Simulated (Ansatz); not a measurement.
Crystal: SiNi.

```xyz
8
Lattice="5.1731 0.0000 0.0000 0.0000 3.3381 0.0000 0.0000 0.0000 5.6049" Properties=species:S:1:pos:R:3 pbc="T T T"
Ni    5.1328    2.5036    4.5539
Ni    2.6268    0.8345    1.7514
Ni    2.5463    2.5036    3.8535
Ni    0.0403    0.8345    1.0510
Si    3.5111    0.8345    5.1425
Si    4.2486    2.5036    2.3400
Si    0.9245    0.8345    3.2649
Si    1.6620    2.5036    0.4624
```

| Property | Result |
| --- | --- |
| Program | Ansatz 0.2.0 |
| Task | relaxation of cell and atoms |
| Functional | PBEsol |
| Potentials or basis | all-electron LAPW, scalar-relativistic |
| Basis error allowed | 0.002 eV/atom |
| k mesh | 4 × 6 × 4 |
| Occupations | fermi-dirac, width 0.05 eV |
| Spin | collinear spin, ferromagnetic start |
| Starting moments | [1.0, 1.0, 1.0, 1.0, 0.0, 0.0, 0.0, 0.0] μB |

At the start: volume 12.10 Å³/atom.

**Question.** How do energy, volume and symmetry change on relaxing?

**Answer.** Over 5 steps the energy falls by 4.6 meV/atom and the volume is 11.81 Å³/atom (-2.4 %); space group Pnma (No. 62, to 0.05 Å); moment 0.00 μB per cell.

The path:
```tsv
step	energy change (eV)	largest force (eV/Å)	volume (Å³)
1	0.0000	0.0679	96.79
2	-0.0300	0.0274	95.43
3	-0.0365	0.0044	94.39
4	-0.0365	0.0031	94.45
5	-0.0365	0.0031	94.45
```

Final structure:
```yaml
crystal:
  lattice:
    - [5.16975, 0.00000, 0.00000]
    - [0.00000, 3.29153, 0.00000]
    - [0.00000, 0.00000, 5.55029]
  atoms:
    - { symbol: Ni, position: [0.99165, 0.75000, 0.81317] }
    - { symbol: Ni, position: [0.50835, 0.25000, 0.31317] }
    - { symbol: Ni, position: [0.49165, 0.75000, 0.68683] }
    - { symbol: Ni, position: [0.00835, 0.25000, 0.18683] }
    - { symbol: Si, position: [0.67923, 0.25000, 0.91749] }
    - { symbol: Si, position: [0.82077, 0.75000, 0.41749] }
    - { symbol: Si, position: [0.17923, 0.25000, 0.58251] }
    - { symbol: Si, position: [0.32077, 0.75000, 0.08251] }
```

The cell as given is a measured one (12.10 Å³/atom); PBEsol puts the equilibrium volume -2.4 % from it, thermal expansion not counted.

Caveat: the k mesh is thin for a metal, which can move the energy by tens of meV per atom; the starting moments weren't kept.
